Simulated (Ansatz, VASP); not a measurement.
Al2Pt: VASP beside Ansatz

```
CELL_PARAMETERS angstrom
0.00000 2.99389 2.99389
2.99389 0.00000 2.99389
2.99389 2.99389 0.00000
ATOMIC_POSITIONS crystal
Al 0.25000 0.25000 0.25000
Al 0.75000 0.75000 0.75000
Pt 0.00000 0.00000 0.00000
```

Change from the starting cell: volume scaled by 1.04, PAW files.

Alike in both runs: task electric field gradients; functional LDA; k mesh 12 × 12 × 12; occupations fermi-dirac, width 0.08 eV; no spin polarisation.

|  | VASP | Ansatz |
| --- | --- | --- |
| version | VASP 6.6.1 | Ansatz 0.2.0 |
| potentials or method | VASP PAW LDA potentials, release 64 (Al, Pt) | PAW with Ansatz's default frozen-core files, scalar-relativistic |
| plane-wave cutoff (eV) | 520 | 420 |
| valence electrons in the cell | 16 | 24 |

```csv
,VASP,Ansatz,Ansatz less VASP
pressure (GPa),-8.2,-8.5,-0.27
Vzz of the field gradient on the site that differs most (V/Å²),0.0,0.0,0.00
```

The two sets of potentials don't hold the same shells in valence. Ansatz warned: «gradients_without_spin_orbit».

Spin-orbit coupling is left out, which matters for the levels of Pt.
